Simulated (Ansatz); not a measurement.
# C: the cell at several levels of theory

Aim: relax C (database structure) with PBE-D3(BJ), r2SCAN+rVV10 and PBE-D4 and see how far the functionals disagree on the cell.

Program: Ansatz 0.2.0. PAW datasets, plane waves, zero pressure. Computed at 0 K without zero-point motion; spin polarisation is off.

### Step 1. The system as given

The symmetry is R-3m (No. 166, trigonal); a = 2.466 Å, c = 24.848 Å in the conventional setting, 10.91 Å³ an atom. C has 3 C at 1.42 Å.

The structure in full:

```
CELL_PARAMETERS angstrom
1.23319 0.71198 8.28262
-1.23319 0.71198 8.28262
0.00000 -1.42396 8.28262
ATOMIC_POSITIONS crystal
C 0.91283 0.91283 0.91283
C 0.24615 0.24615 0.24615
C 0.75385 0.75385 0.75385
C 0.08717 0.08717 0.08717
```

### Step 2. Relaxing with PBE-D3(BJ)

File input.yaml:

```yaml
crystal:
  lattice:
    - [1.2331880975, 0.7119814801, 8.2826151019]
    - [-1.2331880975, 0.7119814801, 8.2826151019]
    - [0.0, -1.4239629602, 8.2826151019]
  atoms:
    - { symbol: C, position: [0.91282692, 0.91282692, 0.91282692] }
    - { symbol: C, position: [0.24614994, 0.24614994, 0.24614994] }
    - { symbol: C, position: [0.75385006, 0.75385006, 0.75385006] }
    - { symbol: C, position: [0.08717308, 0.08717308, 0.08717308] }
kpoints:
  mp_grid: { grid: [10, 10, 10] }
hamiltonian:
  xc: pbe
  dispersion: d3bj
scf:
  occupations: { method: fermi_dirac, width: 0.02 }
relax:
  f_tol: 0.005
  cell: {}
output:
  write_density: true
  write_potential: true
  elf: true
  volumetric_format: npy
```

Started as:

```bash
> ansatz run input.yaml --threads 2 --pin off --max-ram 20275MiB --backend cpu --events-out ev --progress --plain --runs-dir out
```

The program printed:

```text
basis.fft_grid_basis auto: the FFT boxes are laid along the combinations [[1, -1, 0], [0, 1, 0], [0, -1, 1]] of the cell's own vectors, 2.466, 8.404 and 2.466 Å long. The dense box has 18×60×18 points. Along the cell's own vectors, as sized, it would have 60×60×60, 11.11 times as many. Of the 12 symmetry operations that the crystal satisfies within crystal.symmetry.tolerance (time reversal apart; of a slab, those that keep its plane) the dense box along the cell's own vectors carries 12, and the one as laid loses 8 of those. basis.fft_grid_basis: typed keeps the cell's own vectors: state it where this run's energies or levels are differenced outside the engine with another run's, or held beside a run that keeps those vectors. Those combinations have planes normal to reciprocal vector 3, as the cell's own vectors have. Each planar average written beside output.write_density, output.write_potential has a row for each plane of the box: 18. The volumetric files lie along those combinations, not along the cell's own vectors: a cube or XSF file states them, and fields.json those of NumPy files.
Engine: ansatz 0.2.0, x86_64-unknown-linux-gnu
Pseudopotentials: kind: paw
Pseudopotential: C, paw, valence charge 4, recommended cutoff 420 eV (normal), C.paw.azcp
Functional definition: PBE
  parameter kappa = 0.804
  parameter beta = 0.06672455060314922
  exchange = pbe_x(kappa = kappa, mu = beta*pi^2/3)
  correlation = pbe_c(beta = beta)
Crystal: 4 atoms, lattice volume = 43.633 Å³
Basis set: ecut = 420 eV, 819 PW (Γ), FFT grids on a1−a2, a2, −a2+a3, exchange–correlation on 36×120×36 points (8 copies of the dense FFT grid, shifted against one another)
Bands: 12, of which v1, the nominal top of the filled ones, is band 8 counted from 1 (7 counted from 0)
Symmetry: 12 space group operations
Space group: R-3m (ITA 166), of the structure as read, at distance tolerance 3.5e-5 Å
k-points: 116 of 1000
Non-local potential: C, projectors of the file, l = 0: 2, l = 1: 2, l = 2: 1
PAW form: soft (Blöchl's): semilocal exchange-correlation on the pseudo side does not see the compensation charge
PAW one-centre angular grid: C, 110 points (default); XC on 64 Gauss nodes
Initial density: superposition of atomic densities (neutral atoms: chi_scale 0, normalization atom), corrected by the library's trained network
Initial wavefunctions: pseudopotential atomic-orbital guess
Functional: x = pbe(κ = 0.804, μ = 0.2195149727645171), c = pbe(β = 0.06672455060314922)
SCF iter   1: F=—  HF=-1004.273700 eV  |F-HF|=—  |Δ(HF+E_count)|=         —  Δρ=3.95e-3  dr2=8.42e-3  ethr=1.77e-3  ⟨swp⟩=6.0  Hψ=8369  notcnv=0
preconditioner: auto → none  [insulator: Δε(μ)=1.720 eV  Ē_g=15.402 eV  σ=0.020 eV  W_gap=1.00  n_scr=6 (ndim 8)  ℏωp=22.5 eV  f_vac=0.206  D(μ)=0.00/eV (n_scr^D=0)  ε∞_Penn≈3.1]
SCF iter   2: F=—  HF=-1004.271924 eV  |F-HF|=—  |Δ(HF+E_count)|=   1.78e-3  Δρ=1.61e-3  dr2=7.57e-4  ethr=5.26e-5  ⟨swp⟩=2.8  Hψ=3623  notcnv=0
SCF iter   3: F=—  HF=-1004.272209 eV  |F-HF|=—  |Δ(HF+E_count)|=   2.86e-4  Δρ=4.34e-4  dr2=5.08e-5  ethr=4.73e-6  ⟨swp⟩=2.2  Hψ=2629  notcnv=0
SCF iter   4: F=—  HF=-1004.272234 eV  |F-HF|=—  |Δ(HF+E_count)|=   2.43e-5  Δρ=1.75e-4  dr2=3.34e-5  ethr=3.18e-7  ⟨swp⟩=2.4  Hψ=2498  notcnv=0
SCF iter   5: F=—  HF=-1004.272231 eV  |F-HF|=—  |Δ(HF+E_count)|=   2.75e-6  Δρ=3.36e-5  dr2=3.49e-7  ethr=2.09e-7  ⟨swp⟩=2.6  Hψ=1964  notcnv=0
SCF iter   6: F=-1004.272232 eV  HF=-1004.272232 eV  |F-HF|=1.20e-9  |Δ(HF+E_count)|=   5.08e-7  Δρ=4.64e-6  dr2=5.65e-9  ethr=6.25e-10  ⟨swp⟩=9.1  Hψ=8471  notcnv=0
SCF 1 converged in 6 iterations: F = -1004.272232 eV  dr2 = 5.65e-9
relax step   1: F+E_penalty+E_count = -1004.27223154 eV  Δ(F+E_penalty+E_count) = +0.000e0 eV  max|allowed force component| = 6.446e-3 eV/Å  Δτ_max = 0.0000 Å  P = -0.786 GPa  Ω = 43.633 Å³  (6 SCF iters, dr2 threshold 1.00e-7 eV, accepted)
Crystal: 4 atoms, lattice volume = 42.142 Å³
Basis set: ecut = 420 eV, 801 PW (Γ), FFT grids on a1−a2, a2, −a2+a3, exchange–correlation on 36×120×36 points (8 copies of the dense FFT grid, shifted against one another)
Initial density: handed on by an earlier stage of this run
Initial wavefunctions: those handed on with the density
iter 1 solved again at ethr=1.96e-4 eV; its pass at ethr=3.10e-3 eV (dr2=3.14e-2 eV) is discarded
SCF iter   1: F=—  HF=-1004.300569 eV  |F-HF|=—  |Δ(HF+E_count)|=         —  Δρ=8.98e-3  dr2=3.28e-2  ethr=1.96e-4  ⟨swp⟩=1.1  Hψ=12247  notcnv=0
preconditioner: auto → none  [insulator: Δε(μ)=1.653 eV  Ē_g=15.475 eV  σ=0.020 eV  W_gap=1.00  n_scr=4 (ndim 8)  ℏωp=22.9 eV  f_vac=0.173  D(μ)=0.00/eV (n_scr^D=0)  ε∞_Penn≈3.2]
SCF iter   2: F=—  HF=-1004.291435 eV  |F-HF|=—  |Δ(HF+E_count)|=   9.13e-3  Δρ=3.02e-3  dr2=6.53e-3  ethr=1.96e-4  ⟨swp⟩=2.9  Hψ=2700  notcnv=0
SCF iter   3: F=—  HF=-1004.290068 eV  |F-HF|=—  |Δ(HF+E_count)|=   1.37e-3  Δρ=1.87e-3  dr2=1.13e-3  ethr=4.08e-5  ⟨swp⟩=2.6  Hψ=2475  notcnv=0
SCF iter   4: F=—  HF=-1004.289875 eV  |F-HF|=—  |Δ(HF+E_count)|=   1.94e-4  Δρ=6.72e-4  dr2=8.66e-5  ethr=7.06e-6  ⟨swp⟩=2.7  Hψ=2122  notcnv=0
SCF iter   5: F=—  HF=-1004.289889 eV  |F-HF|=—  |Δ(HF+E_count)|=   1.41e-5  Δρ=1.07e-4  dr2=1.67e-6  ethr=5.41e-7  ⟨swp⟩=2.7  Hψ=2187  notcnv=0
SCF iter   6: F=-1004.289890 eV  HF=-1004.289890 eV  |F-HF|=1.22e-8  |Δ(HF+E_count)|=   9.22e-7  Δρ=1.07e-5  dr2=3.19e-8  ethr=2.50e-9  ⟨swp⟩=9.2  Hψ=8826  notcnv=0
SCF 2 converged in 6 iterations: F = -1004.289890 eV  dr2 = 3.19e-8
relax step   2: F+E_penalty+E_count = -1004.28988951 eV  Δ(F+E_penalty+E_count) = -1.766e-2 eV  max|allowed force component| = 8.784e-3 eV/Å  Δτ_max = 0.0237 Å  P = -0.497 GPa  Ω = 42.142 Å³  energy of the carried Pulay correction = +4.158e-3 eV  (6 SCF iters, dr2 threshold 4.00e-7 eV, accepted)
Crystal: 4 atoms, lattice volume = 40.024 Å³
Basis set: ecut = 420 eV, 757 PW (Γ), FFT grids on a1−a2, a2, −a2+a3, exchange–correlation on 36×120×36 points (8 copies of the dense FFT grid, shifted against one another)
iter 1 solved again at ethr=3.58e-4 eV; its pass at ethr=3.10e-3 eV (dr2=5.72e-2 eV) is discarded
SCF iter   1: F=—  HF=-1004.331402 eV  |F-HF|=—  |Δ(HF+E_count)|=         —  Δρ=1.22e-2  dr2=5.83e-2  ethr=3.58e-4  ⟨swp⟩=1.0  Hψ=12368  notcnv=0
preconditioner: auto → none  [insulator: Δε(μ)=1.518 eV  Ē_g=15.578 eV  σ=0.020 eV  W_gap=1.00  n_scr=4 (ndim 8)  ℏωp=23.5 eV  f_vac=0.110  D(μ)=0.00/eV (n_scr^D=0)  ε∞_Penn≈3.3]
SCF iter   2: F=—  HF=-1004.315103 eV  |F-HF|=—  |Δ(HF+E_count)|=   1.63e-2  Δρ=4.17e-3  dr2=1.08e-2  ethr=3.58e-4  ⟨swp⟩=2.8  Hψ=2687  notcnv=0
SCF iter   3: F=—  HF=-1004.313014 eV  |F-HF|=—  |Δ(HF+E_count)|=   2.09e-3  Δρ=2.49e-3  dr2=2.08e-3  ethr=6.77e-5  ⟨swp⟩=2.6  Hψ=2485  notcnv=0
SCF iter   4: F=—  HF=-1004.312661 eV  |F-HF|=—  |Δ(HF+E_count)|=   3.53e-4  Δρ=7.00e-4  dr2=5.77e-5  ethr=1.30e-5  ⟨swp⟩=2.3  Hψ=2437  notcnv=0
SCF iter   5: F=—  HF=-1004.312697 eV  |F-HF|=—  |Δ(HF+E_count)|=   3.67e-5  Δρ=5.86e-5  dr2=5.85e-7  ethr=3.60e-7  ⟨swp⟩=2.6  Hψ=2174  notcnv=0
SCF iter   6: F=-1004.312698 eV  HF=-1004.312698 eV  |F-HF|=3.49e-10  |Δ(HF+E_count)|=   5.38e-7  Δρ=4.35e-6  dr2=4.28e-9  ethr=2.50e-9  ⟨swp⟩=8.9  Hψ=8556  notcnv=0
SCF 3 converged in 6 iterations: F = -1004.312698 eV  dr2 = 4.28e-9
relax step   3: F+E_penalty+E_count = -1004.31269792 eV  Δ(F+E_penalty+E_count) = -2.281e-2 eV  max|allowed force component| = 1.858e-2 eV/Å  Δτ_max = 0.0319 Å  P = -0.287 GPa  Ω = 40.024 Å³  energy of the carried Pulay correction = +1.032e-2 eV  (6 SCF iters, dr2 threshold 4.00e-7 eV, accepted)
[... from here on, the SCF cycles and remarks between the steps are left out ...]
relax step   4: F+E_penalty+E_count = -1004.33219701 eV  Δ(F+E_penalty+E_count) = -1.950e-2 eV  max|allowed force component| = 1.648e-2 eV/Å  Δτ_max = 0.0619 Å  P = -0.106 GPa  Ω = 37.879 Å³  energy of the carried Pulay correction = +1.689e-2 eV  (7 SCF iters, dr2 threshold 4.00e-7 eV, accepted)
relax step   5: F+E_penalty+E_count = -1004.33169869 eV  Δ(F+E_penalty+E_count) = +4.983e-4 eV  max|allowed force component| = 4.596e-2 eV/Å  Δτ_max = 0.1063 Å  P = +0.506 GPa  Ω = 36.449 Å³  energy of the carried Pulay correction = +2.146e-2 eV  (7 SCF iters, dr2 threshold 2.53e-7 eV, rejected (line search))
relax step   6: F+E_penalty+E_count = -1004.33464816 eV  Δ(F+E_penalty+E_count) = -2.451e-3 eV  max|allowed force component| = 5.923e-3 eV/Å  Δτ_max = 0.0265 Å  P = -0.028 GPa  Ω = 37.522 Å³  energy of the carried Pulay correction = +1.801e-2 eV  (9 SCF iters, accepted)
relax step   7: F+E_penalty+E_count = -1004.33544251 eV  Δ(F+E_penalty+E_count) = -7.944e-4 eV  max|allowed force component| = 9.902e-4 eV/Å  Δτ_max = 0.0087 Å  P = -0.011 GPa  Ω = 37.325 Å³  energy of the carried Pulay correction = +1.864e-2 eV  (6 SCF iters, dr2 threshold 4.65e-8 eV, accepted)
relax step   8: F+E_penalty+E_count = -1004.32832798 eV  Δ(F+E_penalty+E_count) = +7.115e-3 eV  max|allowed force component| = 9.212e-4 eV/Å  Δτ_max = 0.0000 Å  P = -0.328 GPa  Ω = 37.325 Å³  stress off target by 4.64e-1 GPa  SCF on the basis re-selected at this cell (its energy is not comparable with the rows above)  (6 SCF iters)
relax step   9: F+E_penalty+E_count = -1004.32525655 eV  Δ(F+E_penalty+E_count) = +3.071e-3 eV  max|allowed force component| = 5.318e-3 eV/Å  Δτ_max = 0.0090 Å  P = +3.995 GPa  Ω = 36.530 Å³  energy of the carried Pulay correction = +2.666e-3 eV  (6 SCF iters, dr2 threshold 4.00e-7 eV, rejected (line search))
relax step  10: F+E_penalty+E_count = -1004.32966363 eV  Δ(F+E_penalty+E_count) = -1.336e-3 eV  max|allowed force component| = 7.148e-4 eV/Å  Δτ_max = 0.0005 Å  P = -0.192 GPa  Ω = 37.100 Å³  energy of the carried Pulay correction = +8.292e-4 eV  (8 SCF iters, accepted)
relax step  11: F+E_penalty+E_count = -1004.33060964 eV  Δ(F+E_penalty+E_count) = -9.460e-4 eV  max|allowed force component| = 1.815e-4 eV/Å  Δτ_max = 0.0010 Å  P = -0.025 GPa  Ω = 36.898 Å³  energy of the carried Pulay correction = +1.567e-3 eV  (5 SCF iters, dr2 threshold 1.75e-7 eV, accepted)
relax step  12: F+E_penalty+E_count = -1004.33090746 eV  Δ(F+E_penalty+E_count) = -2.978e-4 eV  max|allowed force component| = 7.618e-5 eV/Å  Δτ_max = 0.0005 Å  P = +0.001 GPa  Ω = 36.821 Å³  energy of the carried Pulay correction = +1.846e-3 eV  (5 SCF iters, dr2 threshold 1.56e-8 eV, accepted)
relax step  13: F+E_penalty+E_count = -1004.32924275 eV  Δ(F+E_penalty+E_count) = +1.665e-3 eV  max|allowed force component| = 1.622e-4 eV/Å  Δτ_max = 0.0000 Å  P = -0.051 GPa  Ω = 36.821 Å³  stress off target by 1.18e-1 GPa  SCF on the basis re-selected at this cell (its energy is not comparable with the rows above)  (6 SCF iters)
relax step  14: F+E_penalty+E_count = -1004.32971855 eV  Δ(F+E_penalty+E_count) = -4.758e-4 eV  max|allowed force component| = 5.673e-5 eV/Å  Δτ_max = 0.0000 Å  P = -0.004 GPa  Ω = 36.705 Å³  energy of the carried Pulay correction = +4.332e-4 eV  (5 SCF iters, dr2 threshold 3.49e-8 eV, accepted)
iter 1 solved again at ethr=1.41e-7 eV; its pass at ethr=3.10e-3 eV (dr2=2.26e-5 eV) is discarded
SCF iter   1: F=—  HF=-1004.329385 eV  |F-HF|=—  |Δ(HF+E_count)|=         —  Δρ=2.01e-5  dr2=2.22e-8  ethr=1.41e-7  ⟨swp⟩=3.8  Hψ=12232  notcnv=0
preconditioner: auto → none  [insulator: Δε(μ)=1.191 eV  Ē_g=15.669 eV  σ=0.020 eV  W_gap=1.00  n_scr=4 (ndim 8)  ℏωp=24.5 eV  f_vac=0.035  D(μ)=0.00/eV (n_scr^D=0)  ε∞_Penn≈3.4]
SCF iter   2: F=—  HF=-1004.329338 eV  |F-HF|=—  |Δ(HF+E_count)|=   4.62e-5  Δρ=1.05e-5  dr2=7.32e-9  ethr=1.39e-10  ⟨swp⟩=3.1  Hψ=2681  notcnv=0
SCF iter   3: F=—  HF=-1004.329338 eV  |F-HF|=—  |Δ(HF+E_count)|=   3.14e-8  Δρ=4.01e-6  dr2=2.74e-9  ethr=4.57e-11  ⟨swp⟩=2.4  Hψ=2225  notcnv=0
SCF iter   4: F=—  HF=-1004.329338 eV  |F-HF|=—  |Δ(HF+E_count)|=   4.79e-9  Δρ=6.98e-7  dr2=7.96e-11  ethr=1.72e-11  ⟨swp⟩=2.7  Hψ=2256  notcnv=0
SCF iter   5: F=-1004.329338 eV  HF=-1004.329338 eV  |F-HF|=5.68e-12  |Δ(HF+E_count)|=  6.92e-11  Δρ=2.55e-7  dr2=1.39e-11  ethr=1.00e-12  ⟨swp⟩=6.2  Hψ=6382  notcnv=0
SCF 15 converged in 5 iterations: F = -1004.329338 eV  dr2 = 1.39e-11
relax step  15: F+E_penalty+E_count = -1004.32933843 eV  Δ(F+E_penalty+E_count) = +3.801e-4 eV  max|allowed force component| = 8.108e-5 eV/Å  Δτ_max = 0.0000 Å  P = -0.010 GPa  Ω = 36.705 Å³  stress off target by 2.32e-2 GPa  SCF on the basis re-selected at this cell (its energy is not comparable with the rows above)  (5 SCF iters)
basis re-selected at this cell: Δ(F+E_penalty+E_count) = +3.801e-4 eV, ΔP = -0.006 GPa vs the last step (what re-selecting the basis moved, of the pressure what is left beyond the Pulay correction that the steps carried, after the strain that the cell walked since its last selection, with what the two solves' SCF thresholds leave and, on support functions, any second-order correction that the steps lacked; it is no measure of the basis error at this ecutwfc). This SCF's stress stands 2.32e-2 GPa from its target on what of the cell is left free (relax.cell.stress_tol is 5.00e-2 GPa) and its largest allowed force component is 8.11e-5 eV/Å (relax.f_tol is 5.00e-3 eV/Å): within both
SCF converged after 5 iterations
Free energy (F): -1004.329338 eV
Harris-Foulkes:  -1004.329338 eV  (|F-HF|=5.68e-12)
Internal energy: -1004.329338 eV  (E = F + TS)
E sigma→0 (E₀):  -1004.329338 eV
Fermi energy:    6.633992 eV
--- Per-component energies (eV) ---
  E_band       = -41.055557
  E_kinetic    = 363.780766
  E_local      = -656.304527  (includes V_loc(G=0)·N_el)
  E_nonlocal   = 109.228668
  E_hartree    = 203.630096
  E_xc         = -192.056991
  E_vxc        = -237.793097  (∫ρ·V_xc dr)
  E_paw        = -397.387041  (= ΣΔE_a)
  E_vpaw       = -27.227568  (= ΣTr[D̂ρ^β])
  E_aug_tail   = 0.000032  (compensation charges beyond the density's cutoff)
  E_ewald      = -434.623074
  E_disp       = -0.597268  (pairwise vdW)
  E_smearing   = -0.000000  (= −TS)
  E_closure    = 0.000000  (closes the sum)
  Σ components = -1004.329338   (vs F -1004.329338, Δ=0.00e0)
--- Forces (eV/Å), atoms counted from 1 ---
  atom   1  C     -0.00000000    -0.00000000    -0.00004166
  atom   2  C      0.00000000     0.00000000     0.00008108
  atom   3  C     -0.00000000    -0.00000000    -0.00008108
  atom   4  C      0.00000000     0.00000000     0.00004166
  max |Σ_I F_I| component: 6.78e-21 eV/Å
--- Stress (GPa, compression-positive) ---
       -0.003987      -0.000000       0.000000
       -0.000000      -0.003987      -0.000000
        0.000000      -0.000000      -0.023184
  P = ⅓ Tr σ = -0.0104 GPa (-0.104 kbar)
--- Band table (eV; the first three rows and the last of 116) ---
  k-point 0: bands = ["-13.0581", "-12.8317", "-1.8092", "-0.1852", "3.5484", "3.5484", "3.5493", "3.5493", "10.5560", "14.9255", "14.9255", "14.9326"]
  k-point 1: bands = ["-12.8197", "-12.5979", "-1.5167", "0.0830", "2.6216", "2.6372", "3.0698", "3.0783", "10.8607", "14.9953", "15.0122", "15.9075"]
  k-point 2: bands = ["-12.1085", "-11.8998", "-0.6499", "0.4261", "0.4653", "0.8748", "2.0494", "2.0608", "11.7732", "14.8000", "14.8457", "15.0283"]
  k-point 115: bands = ["-12.9725", "-12.9229", "-1.1824", "-0.9548", "3.5414", "3.5414", "3.5573", "3.5573", "12.6703", "13.1648", "14.9035", "14.9035"]
--- Relaxed structure (12 steps of the walk, 10 accepted, 3 SCFs on fresh bases) ---
  F+E_penalty+E_count = -1004.32933843 eV   max|allowed force component| = 8.108e-5 eV/Å   (the final SCF, on the basis selected at the relaxed cell)
  cell:  # Å, volume = 36.7051 Å³
    - [1.2323497556842806, 0.7114974631800868, 6.976994231865263]
    - [-1.2323497556842806, 0.7114974631800868, 6.976994231865263]
    - [-2.595504023438741e-33, -1.422994926360176, 6.976994231865263]
  atoms:
    - { symbol: C, position: [0.9189884061135629, 0.9189884061135629, 0.9189884061135629] }
    - { symbol: C, position: [0.25230845871921037, 0.25230845871921037, 0.25230845871921037] }
    - { symbol: C, position: [0.7476915412807896, 0.7476915412807896, 0.7476915412807896] }
    - { symbol: C, position: [0.08101159388643725, 0.08101159388643725, 0.08101159388643722] }
```

Wall time 18 s (2 threads of AMD EPYC 7R13 (Zen 3), shared host); peak memory 0.39 GiB.

The path of the relaxation:

```tsv
step	energy change (meV/atom)	largest force (eV/Å)	pressure (GPa)	volume (Å³/atom)
1	0.0	0.0064	-0.79	10.908
2	-4.4	0.0088	-0.50	10.535
3	-10.1	0.0186	-0.29	10.006
4	-15.0	0.0165	-0.11	9.470
5*	-14.9	0.0460	0.51	9.112
6	-15.6	0.0059	-0.03	9.381
7	-15.8	0.0010	-0.01	9.331
8	-14.0	0.0009	-0.33	9.331
9*	-13.3	0.0053	3.99	9.133
10	-14.4	0.0007	-0.19	9.275
11	-14.6	0.0002	-0.02	9.224
12	-14.7	0.0001	0.00	9.205
13	-14.3	0.0002	-0.05	9.205
14	-14.4	0.0001	0.00	9.176
15	-14.3	0.0001	-0.01	9.176
```

A star marks a trial step that the optimiser took back.

Steps 8, 13, 15 solve the same cell on a plane-wave basis chosen anew, so the energy can jump there without a move.

The table lists every geometry solved, with passes on a fresh basis, whose energies don't compare exactly with the rows above.

|  | before | after | change |
| --- | --- | --- | --- |
| a (Å) | 2.466 | 2.465 | -0.07 % |
| c (Å) | 24.848 | 20.931 | -15.76 % |
| volume (Å³/atom) | 10.908 | 9.176 | -15.88 % |
| shortest distance (Å) | 1.424 | 1.423 | -0.07 % |
| space group | R-3m | R-3m | same |

The maps below are laid out on this run's own conventional cell (a, b, c = 2.465, 2.465, 20.931 Å).

Density in a lattice plane of the grid's cell (edges 2.46 and 20.93 Å, at 0.333 of the third edge), which holds C.

Ten even steps from ' ' (0.02 e/Å³) to '@' (2.01 e/Å³):
```
::--::      
--**--..  ..
            
            
++@@++..  ..
            
            
==--==######
......::::::
            
......::::::
==--==######
            
        ..  
++==++@@%%@@
            
            
--::--******
::..::------
            
```
Columns run along the first of these edges and rows up along the second, over one cell in 6 and 20 even steps from the bottom left corner. Atoms in the plane (fractional): C at (0.67, 0.25), C at (0.67, 0.59), C at (0.67, 0.08), C at (0.67, 0.41).

ELF in the same plane.

Ten even steps from ' ' (0.00) to '@' (0.94):
```
**%%**..  ..
##@@##..  ..
  ..        
--++--      
%%@@%%::  ::
--++--      
      ..::..
%%++%%##::##
++==++##**##
            
++==++##**##
%%++%%##::##
      ......
--::--++++++
%%++%%**  **
--::--==++==
      ......
##++####--##
**==**##**##
            
```
Columns run along the first of these edges and rows up along the second, over one cell in 6 and 20 even steps from the bottom left corner. Atoms in the plane (fractional): C at (0.67, 0.25), C at (0.67, 0.59), C at (0.67, 0.08), C at (0.67, 0.41).

Both are smooth fields of the valence electrons: close to the nuclei they are not physical.

Outside the cores ELF peaks at 0.94 on the C–C line, 0.7 Å from C.

[end of part 1 of 3]
